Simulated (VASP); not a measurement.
EuO:

```
Eu O
1.0
     0.00000    2.57195    2.57195
     2.57195    0.00000    2.57195
     2.57195    2.57195    0.00000
Eu O
1 1
Direct
  0.50000 0.50000 0.50000
  0.00000 0.00000 0.00000
```

The cell was built by a generator and isn't the measured one.

Base run:

```yaml
Program: VASP 6.6.1
Functional: PBE
Potentials_or_basis: VASP PAW PBE potentials, release 64 (Eu, O)
Cutoff: 520 eV
k_mesh: 8 × 8 × 8
Occupations: gaussian, width 0.05 eV
Spin: collinear spin, typed start
Starting_moments: "[7.0, 0.0] μB"
Hubbard_terms: Eu f U = 6.0 eV
```

Its results: band gap on the k mesh none (metal or under the smearing width); pressure 1.2 GPa; net moment 7.00 μB per cell; site moments Eu +6.72; O -0.09 μB.

The run is repeated on the same cell with these changes: k mesh from 8 × 8 × 8 to 5 × 5 × 5. What comes out?

Band gap on the k mesh 0.25 eV, indirect (least direct gap 0.42 eV); pressure 1.4 GPa; net moment 7.00 μB per cell; site moments Eu +6.73; O -0.09 μB.

Caveats: some runs use coarse meshes; spin-orbit coupling is left out, which moves the levels of the heavy elements; a cell with one magnetic atom can't hold antiferromagnetic order, which such compounds often take; an odd mesh through Γ misses points on the zone boundary, where band edges often lie (some runs).
